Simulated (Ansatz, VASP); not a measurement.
Ru in VASP and in Ansatz

```
Ru
1.0
     2.68968    0.00000    0.00000
    -1.34484    2.32934    0.00000
     0.00000    0.00000    4.15030
Ru
2
Cartesian
  0.0000 1.5529 1.0376
  1.3448 0.7764 3.1127
```

Alike in both runs: task single point; functional PBEsol; k mesh 18 × 18 × 10; occupations gaussian, width 0.15 eV; no spin polarisation.

|  | VASP | Ansatz |
| --- | --- | --- |
| version | VASP 6.6.1 | Ansatz 0.2.0 |
| potentials or method | VASP PAW PBE potentials, release 64 (Ru_pv) | scalar-relativistic, plane waves, PAW |
| plane-wave cutoff (eV) | 520 | 420 |
| valence electrons in the cell | 28 | 32 |

Ansatz gave:

| Item | Value |
| --- | --- |
| gap on the k mesh at the Fermi level (eV) | none |
| pressure (GPa) | 9.6 |
| largest component of the traceless stress (GPa) | 8.65 |

**Question.** What did VASP give for the same quantities?

**Answer.** gap on the k mesh at the Fermi level (eV): none; pressure (GPa): 9.6; largest component of the traceless stress (GPa): 8.62.

A gap of «none» marks a metal or a gap that the smearing closes. The functional is the same, so the differences come from potentials, cutoffs and numerics. The two sets of potentials don't hold the same shells in valence. Ansatz warned: «pseudo_functional_mismatch».

Caveats: the PAW data sets were made with another functional, which shifts forces and pressure a little (VASP).
